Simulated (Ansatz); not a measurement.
Crystal: MnS.

```
CELL_PARAMETERS angstrom
0.00000 2.60450 2.60450
2.60450 0.00000 2.60450
2.60450 2.60450 0.00000
ATOMIC_POSITIONS crystal
Mn 0.00000 0.00000 0.00000
S 0.50000 0.50000 0.50000
```

Alike in all runs: program Ansatz 0.2.0; functional PBEsol; potentials or basis Ansatz PAW; cutoff 420 eV (not typed: the program's choice for these potentials); k mesh 7 × 7 × 7; occupations fermi-dirac, width 0.05 eV.

**Question.** Only the start or the spin constraint differs. Which run ends lowest in energy?
A. collinear spin, ferromagnetic start of up to 1 μB; fixed moment 1
B. collinear spin, ferromagnetic start of up to 4 μB; fixed moment 4
C. collinear spin, ferromagnetic start of up to 3 μB; fixed moment 3
D. collinear spin, ferromagnetic start of up to 2 μB; fixed moment 2
E. collinear spin, program default start; fixed moment 0
F. collinear spin, ferromagnetic start of up to 5 μB; fixed moment 5

**Answer.** F.

```tsv
start	free energy over the lowest (meV/atom)	net moment (μB)	site or absolute moments (μB)	gap
collinear spin, ferromagnetic start of up to 3 μB; fixed moment 3	314.0	3.00	Mn +2.97; S -0.10	-
collinear spin, ferromagnetic start of up to 1 μB; fixed moment 1	845.6	1.00	Mn +1.03; S -0.05	-
collinear spin, ferromagnetic start of up to 5 μB; fixed moment 5	0.0	5.00	Mn +4.35; S +0.23	-
collinear spin, ferromagnetic start of up to 6 μB; fixed moment 6	1291.2	6.00	Mn +4.55; S +0.64	-
collinear spin, ferromagnetic start of up to 4 μB; fixed moment 4	42.9	4.00	Mn +3.75; S +0.00	-
collinear spin, ferromagnetic start of up to 8 μB; fixed moment 8	4825.2	8.00	Mn +4.90; S +1.49	-
collinear spin, ferromagnetic start of up to 2 μB; fixed moment 2	610.8	2.00	Mn +2.04; S -0.10	-
collinear spin, program default start; fixed moment 0	1009.9	0.00	-	-
```

All polarised runs hold their moment fixed, so the table maps the energy against it. A still lower state may exist.

Caveats: the total moment is fixed, so each spin has its own Fermi level; a cell with one magnetic atom can't hold antiferromagnetic order, which such compounds often take (some runs).
